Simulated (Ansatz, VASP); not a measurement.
Sn in VASP and in Ansatz

Contents of INCAR:

```
PREC     = Accurate       # precision mode
ENCUT    = 600            # plane-wave cutoff, eV
EDIFF    = 1E-6           # SCF threshold, eV
ISMEAR   = 0              # smearing method
SIGMA    = 0.1            # smearing width, eV
LREAL    = F              # projectors in reciprocal space
LASPH    = T              # aspherical terms in the spheres
NELM     = 100            # most SCF steps
ALGO     = Normal         # electronic algorithm
ISIF     = 3              # what is computed and relaxed
LWAVE    = F              # write WAVECAR
LCHARG   = F              # write CHGCAR
GGA      = PE             # functional
IBRION   = 2              # ionic algorithm
NSW      = 100            # ionic steps
EDIFFG   = -0.01          # ionic threshold
```

The input KPOINTS:

```
Automatic mesh
0
Gamma
  16 16 16
```

The input POSCAR:

```
Sn
1.0
    0.0000000000      2.3331302598      2.7140988321
    2.2002816274      0.0000000000      2.7140988321
    2.2002816274      2.3331302598      0.0000000000
Sn
1
Direct
    0.5000000000      0.5000000000      0.5000000000
```

Input for Ansatz:

```yaml
crystal:
  lattice:
    - [0.0, 2.3331302598, 2.7140988321]
    - [2.2002816274, 0.0, 2.7140988321]
    - [2.2002816274, 2.3331302598, 0.0]
  atoms:
    - { symbol: Sn, position: [0.5, 0.5, 0.5] }
basis:
  ecutwfc: 420
kpoints:
  mp_grid: { grid: [16, 16, 16] }
hamiltonian:
  xc: pbe
scf:
  occupations: { method: gaussian, width: 0.1 }
output:
  forces: true
  stress: true
  eigenvalues: true
relax:
  adjacent_minimum: "off"
  f_tol: 0.01
  max_steps: 80
  cell: { stress_tol: 0.05 }
```

Alike in both runs: task relaxation of cell and atoms; functional PBE; k mesh 16 × 16 × 16; occupations gaussian, width 0.1 eV; no spin polarisation.

|  | VASP | Ansatz |
| --- | --- | --- |
| version | VASP 6.6.1 | Ansatz 0.2.0 |
| potentials or method | VASP PAW PBE potentials, release 64 (Sn_d) | scalar-relativistic, plane waves, PAW |
| plane-wave cutoff (eV) | 600 | 420 |
| valence electrons in the cell | 14 | 14 |

Ansatz gave:

* gap on the k mesh at the Fermi level, each at its own relaxed structure (eV): none
* relaxed volume (Å³/atom): 27.94
* relaxed cell length with the largest relative difference (Å): 3.347
* energy change over the relaxation (meV/atom): -14

Problem. Which values does VASP return?

Solution. gap on the k mesh at the Fermi level, each at its own relaxed structure (eV): none; relaxed volume (Å³/atom): 27.93; relaxed cell length with the largest relative difference (Å): 3.344; energy change over the relaxation (meV/atom): -14.

A gap of «none» marks a metal or a gap that the smearing closes.
